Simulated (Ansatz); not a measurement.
**SiGe: response to biaxial strain in the a-b plane**

A series on SiGe: biaxial strain in the a-b plane, -3 to +3 %; the length and tilt of c and the atoms relax. Wanted: energy, stress and any gap along the series.

Computed with Ansatz 0.2.0 (DFT r2SCAN, scalar-relativistic, plane waves, PAW, unless a step's input says otherwise).

## (1) The structure to begin with

Symmetry: P6_3mc, No. 186, hexagonal system. Conventional cell: a = 3.904 Å, b = 3.904 Å, c = 6.454 Å, α = 90.00°, β = 90.00°, γ = 120.00°. Si (site symmetry 3m) is surrounded by 4 Ge at 2.40 to 2.41 Å. Around Ge (site symmetry 3m) lie 4 Si at 2.40 to 2.41 Å.

Structure file:

```
Si Ge
1.0
     3.90438    0.00000    0.00000
    -1.95219    3.38129    0.00000
     0.00000    0.00000    6.45368
Si Ge
2 2
Direct
  0.66667 0.33333 0.87447
  0.33333 0.66667 0.37447
  0.66667 0.33333 0.50053
  0.33333 0.66667 0.00053
```

It goes back to an entry of the Materials Project, which need not be the stable form.

It is the result of an earlier relaxation at this level (volume 21.30 Å³/atom; gap on the mesh: 0.66 eV).

The unstrained cell was computed beforehand with the same settings: E(σ→0) = -9883.8355 eV for 4 atoms, gap 0.66 eV over the zone.

## (2) The cell strained by -1.0 %

The input, input.yaml:

```yaml
crystal:
  lattice:
    - [3.8653338675, 0.0, 0.0]
    - [-1.9326669337, 3.3474773233, 0.0]
    - [0.0, 0.0, 6.4924017436]
  atoms:
    - { symbol: Si, position: [0.6666666667, 0.3333333333, 0.8744661519] }
    - { symbol: Si, position: [0.3333333333, 0.6666666667, 0.3744661519] }
    - { symbol: Ge, position: [0.6666666667, 0.3333333333, 0.5005328481] }
    - { symbol: Ge, position: [0.3333333333, 0.6666666667, 0.0005328481] }
basis:
  ecutwfc: 500
kpoints:
  mp_grid: { grid: [12, 12, 4] }
hamiltonian:
  xc: r2scan
scf:
  occupations: { method: gaussian, width: 0.02 }
output:
  forces: true
  stress: true
  eigenvalues: true
relax:
  adjacent_minimum: "off"
  f_tol: 0.008
  max_steps: 40
  cell: { stress_tol: 0.015, fix: [a, b, gamma] }
```

Run with:

```
> ansatz run input.yaml --threads 1 --pin off --max-ram 2560MiB --backend cpu --events-out ev --progress --plain --runs-dir out
```

The session goes on with these runs: band edges over the zone at -1.0 %; strain +1.0 %; seeking the band edges at +1.0 %; At -2.0 %; seeking the band edges at -2.0 %; At +2.0 %; band edges over the zone at +2.0 %; At -3.0 %; seeking the band edges at -3.0 %; strain +3.0 %; band edges over the zone at +3.0 %.

Before running it: what results should come out? Wanted: (1/V) d²E/dε² at zero strain, cubic fit; strain of the free axis c per applied strain; gap shift, negative and positive side.

**Answer**, as computed:

```
                                    quantity                    value
                         largest energy cost  27.6 meV/atom at -3.0 %
     (1/V) d²E/dε² at zero strain, cubic fit                  434 GPa
strain of the free axis c per applied strain                    -0.25
       gap shift, negative and positive side       +27, -59 meV per %
```

In words: From the curvature follows twice the biaxial modulus: 434 GPa. Compression by 3 % costs 27.6 meV/atom and stretching 24.3. The free axis c moves against the applied strain (factor -0.25). The gap runs from 0.47 eV at -3.0 % through 0.66 to 0.25 eV at +3.0 %, and changes between direct and indirect on the way.
